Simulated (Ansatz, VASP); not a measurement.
Two plane-wave programs on Na

```
Na
1.0
     3.34255    0.00000    0.00000
     0.00000    3.34255    0.00000
     0.00000    0.00000    3.34255
Na
1
Direct
  0.00000 0.00000 0.00000
```

Alike in both runs: task single point; functional PBEsol; k mesh 11 × 11 × 11; occupations fermi-dirac, width 0.1 eV; no spin polarisation.

|  | VASP | Ansatz |
| --- | --- | --- |
| version | VASP 6.6.1 | Ansatz 0.2.0 |
| potentials or method | VASP PAW PBE potentials, release 64 (Na_pv) | plane waves (420 eV) with PAW, scalar-relativistic |
| plane-wave cutoff (eV) | 520 | 420 |
| valence electrons in the cell | 7 | 9 |

|  | VASP | Ansatz | Ansatz less VASP |
| --- | --- | --- | --- |
| pressure (GPa) | 0.3 | 0.3 | 0.00 |

With one functional, cell and mesh, what is left measures potentials, basis and numerics. The two sets of potentials don't hold the same shells in valence. Ansatz warned: «pseudo_functional_mismatch».

Caveats: the PAW data sets were made with another functional, which shifts forces and pressure a little (VASP).
